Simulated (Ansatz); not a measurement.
## Fitting the PBE energy curve of HfN

It takes space group Pm-3m (No. 221, cubic). The conventional cell has a = 2.825 Å, b = 2.825 Å, c = 2.825 Å, α = 90.00°, β = 90.00°, γ = 90.00°. Hf (site symmetry m-3m) has 8 N at 2.45 Å as nearest neighbours. Around N (site symmetry m-3m) lie 8 Hf at 2.45 Å.

The cell comes from a database or a generator and needn't be the stable form of this composition.

The cell was scaled at fixed shape and fractions and run with Ansatz, Ansatz PAW (earlier soft set), cutoff 420 eV; PBE, k mesh 9 × 9 × 9 on the cell of 2 atoms, fermi-dirac occupations of 0.05 eV, no spin polarisation, no spin-orbit coupling. Energies are those that the program minimises, any entropy of the smearing included. For a metal such a mesh isn't converged to the digits shown.

| V (Å³/atom) | energy over the lowest row (meV/atom) |
| --- | --- |
| 10.5966 | 34.03 |
| 10.8221 | 14.79 |
| 11.0475 | 3.74 |
| 11.2730 | 0.00 |
| 11.4985 | 2.90 |
| 11.7239 | ? |
| 11.9494 | 26.00 |

Q: Fit the third-order Birch-Murnaghan form, give V0, B0 and B′, and predict the energy left open.

A: With y = (V0/V)^(2/3), E = E0 + (9 V0 B0/16) [(y - 1)³ B′ + (y - 1)² (6 - 4y)]. Least squares through the rows shown give V0 = 11.2833 Å³/atom, E0 = 0.00 meV, B0 = 234.0 GPa (1 eV/Å³ = 160.218 GPa) and B′ = 4.20, with a largest miss of 0.01 meV. At V = 11.7239 the form with these constants gives 11.76 meV; the run gave 11.79 meV an atom.
